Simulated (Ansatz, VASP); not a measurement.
**BAs: 3 runs at one level of theory**

The starting cell:

```
As B
1.0
     0.00000    2.38850    2.38850
     2.38850    0.00000    2.38850
     2.38850    2.38850    0.00000
As B
1 1
Direct
  0.75000 0.75000 0.75000
  0.00000 0.00000 0.00000
```

Alike in all runs: task relaxation of cell and atoms; functional revPBE; k mesh 10 × 10 × 10; occupations fermi-dirac, width 0.05 eV; no spin polarisation; no spin-orbit coupling.

```
                        program and potentials  plane-wave cutoff (eV)                                                                                         notes  equilibrium volume (Å³/atom)
                            Ansatz, Ansatz PAW                     420  potentials made for PBE, which Ansatz adapts in part; 9 valence electrons an atom on average                         14.11
             VASP, PBE PAW files As, B, 600 eV                     600                               potentials made for PBE; 4 valence electrons an atom on average                         14.17
Ansatz, all-electron LAPW, scalar-relativistic                       -                                                                                             -                         14.11
```

The equilibrium volume spans 14.11 (Ansatz, all-electron LAPW, scalar-relativistic) to 14.17 Å³/atom (VASP, PBE PAW files As, B, 600 eV), with all-electron results at 14.11. Some sets were made for another functional than the one run, which can shift their rows. Relaxations stop with a little pressure left, so the last digit of a volume isn't settled.

Differences between rows come from potentials, basis sets and numerical settings, since the functional is the same but for its coding. Runs on potential files found faulty are left out.
